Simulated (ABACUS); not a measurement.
KF (Carobbiite): single point with PBE

The system is KF (Carobbiite).

```xyz
2
Lattice="0.0000 2.6719 2.6719 2.6719 0.0000 2.6719 2.6719 2.6719 0.0000" Properties=species:S:1:pos:R:3 pbc="T T T"
K    -0.0248    0.0277   -0.0214
F     2.6824    2.7193    2.6379
```

The cell isn't the ideal one: atoms moved at random, drawn with an rms of 0.05 Å.

```
Program                                       : ABACUS 3.10.1
Task                                          : single point
Functional                                    : PBE
Potentials or basis                           : PseudoDojo NC SR 0.4.1 PBE standard
Cutoff                                        : 1143 eV
Density cutoff                                : 4572 eV
Basis                                         : plane waves
k mesh                                        : 9 × 9 × 9
Occupations                                   : fermi-dirac, width 0.05 eV
Spin                                          : no spin polarisation
Radial cutoff of the potentials (pseudo_rcut) : 10 bohr
SCF threshold on the density                  : 1e-08
Max SCF steps                                 : 100
Eigensolver                                   : dav
Mixing                                        : broyden
Mixing share                                  : 0.7
Symmetry key                                  : 1
Bands                                         : 12
```

* Pressure: 1.3 GPa
* Largest force: 0.067 eV/Å
* Band gap on the k mesh: 6.20 eV, direct

Forces in eV/Å, atoms in the order of the input:
```
K    0.056  0.031 -0.020
F   -0.056 -0.031  0.020
```

Levels at points of the mesh, in eV from the valence-band top:
| k point | band 5 | band 6 | band 7 | band 8 | band 9 | band 10 | band 11 |
| --- | --- | --- | --- | --- | --- | --- | --- |
| (0.00, 0.00, 0.00) | -9.36 | 0.00 | 0.00 | 0.00 | 6.20 | 10.69 | 10.70 |

Run time: 57 s on 4 MPI ranks on Intel(R) Xeon(R) 6975P-C (Granite Rapids), with other jobs on the host, peak memory 0.52 GiB a rank.

Caveat: an odd mesh through Γ misses points on the zone boundary, where band edges often lie.
